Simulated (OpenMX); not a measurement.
Runs of OpenMX 3.8.5 on Zr. Symmetry: P6_3/mmc, No. 194, hexagonal system. Conventional cell: a = 3.232 Å, b = 3.232 Å, c = 5.147 Å, α = 90.00°, β = 90.00°, γ = 120.00°. Around Zr (site symmetry -6m2) lie 12 Zr at 3.18 to 3.23 Å. 

```csv
potentials or basis,spin,k mesh,SCF threshold,pressure (GPa),largest force (eV/Å)
"OpenMX 2013 PBE set, Zr7.0-s3p2d1, grid cutoff 400 Ry",off,7 × 7 × 5,1e-08 Ha,2.3,0.01
"OpenMX 2013 PBE set, Zr7.0-s3p2d2, grid cutoff 400 Ry",off,7 × 7 × 5,1e-08 Ha,1.5,0.01
"OpenMX 2013 PBE set, Zr7.0-s3p2d2, grid cutoff 400 Ry","non-collinear, zero start, SOC",7 × 7 × 5,1e-07 Ha,-,0.01
"OpenMX 2013 PBE set, Zr7.0-s3p2d2, grid cutoff 400 Ry",off,9 × 9 × 5,1e-08 Ha,1.4,0.01
"OpenMX 2013 PBE set, Zr7.0-s3p2d2f1, grid cutoff 400 Ry",off,7 × 7 × 5,1e-08 Ha,(a),0.01
```

Alike in all rows: task band structure; level PBE; cell as given; smearing fermi-dirac 0.05 eV.

Question: Estimate the missing entries.

Answer: (a) 0.8.

Caveats: the basis of atomic orbitals isn't converged, which shifts pressures, moduli and gaps; total energies with and without spin-orbit coupling shouldn't be compared in this program (some runs).
